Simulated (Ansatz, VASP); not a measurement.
# Two plane-wave programs on Te

```
Te
1.0
    -1.84809    1.84809    1.84809
     1.84809   -1.84809    1.84809
     1.84809    1.84809   -1.84809
Te
1
Direct
  0.00000 0.00000 0.00000
```

Alike in both runs: functional PBE; k mesh 15 × 15 × 15; occupations fermi-dirac, width 0.1 eV; no spin polarisation.

Ansatz relaxed the structure, and its values are those at the end. VASP's run is a single point on that final structure, the one shown.

|  | VASP | Ansatz |
| --- | --- | --- |
| version | VASP 6.6.1 | Ansatz 0.2.0 |
| potentials or method | VASP PAW PBE potentials, release 64 (Te) | PAW with Ansatz's default frozen-core files, scalar-relativistic |
| plane-wave cutoff (eV) | 520 | 420 |
| valence electrons in the cell | 6 | 16 |

```csv
,VASP,Ansatz,Ansatz less VASP
pressure (GPa),8.9,9.0,+0.10
```

The two sets of potentials don't hold the same shells in valence.

The runs have no spin-orbit coupling, so splittings on Te are missing.
